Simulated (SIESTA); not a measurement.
## As under changes of volume

One of the cells (21.530 Å³/atom); the others are scaled copies at fixed shape and fractional positions:

```
CELL_PARAMETERS angstrom
1.88080 1.08588 3.51406
-1.88080 1.08588 3.51406
0.00000 -2.17176 3.51406
ATOMIC_POSITIONS crystal
As 0.22600 0.22600 0.22600
As 0.77400 0.77400 0.77400
```

* Program: SIESTA 5.4.2
* Functional: LDA
* Potentials or basis: PseudoDojo 0.4 standard (LDA files)
* Basis: DZP (energy shift 0.003 Ry; two zetas on semicore shells)
* Grid cutoff: 500 Ry
* Energy shift: 0.003 Ry
* k mesh: 9 × 9 × 9
* Occupations: fermi-dirac, width 0.05 eV
* Spin: no spin polarisation

```tsv
volume (Å³/atom)	energy over the lowest point (meV/atom)	pressure (GPa)	largest force (eV/Å)
20.239	27.74	6.5	1.175
20.669	13.22	4.3	1.010
21.100	4.14	2.5	0.858
21.530	0.00	0.7	0.714
21.961	0.24	-0.9	0.578
22.392	4.56	-2.3	0.450
22.822	?	?	?
```

Q: What does the run at 22.822 Å³/atom give?

A: Energy over the lowest point 12.48 meV/atom; pressure -3.6 GPa; largest force 0.329 eV/Å.

Worked out: A Birch-Murnaghan fit of order 3 (a polynomial in V^(-2/3)) to the other rows has its minimum at 21.72 Å³/atom with B0 = V·E''(V) = 80 GPa and B' = 4.1 at fixed shape and positions, which overstates the stiffness. It gives 12.46 meV/atom at 22.822 Å³/atom, against the run's 12.48, and -dE/dV = -3.6 GPa, against -3.6.

Energies are extrapolated to zero smearing.

Caveats: the basis of atomic orbitals isn't converged, which shifts pressures, moduli and gaps; forces of over 1 eV/Å show positions far from the minimum, so gaps and moduli don't describe the material at rest (some runs).
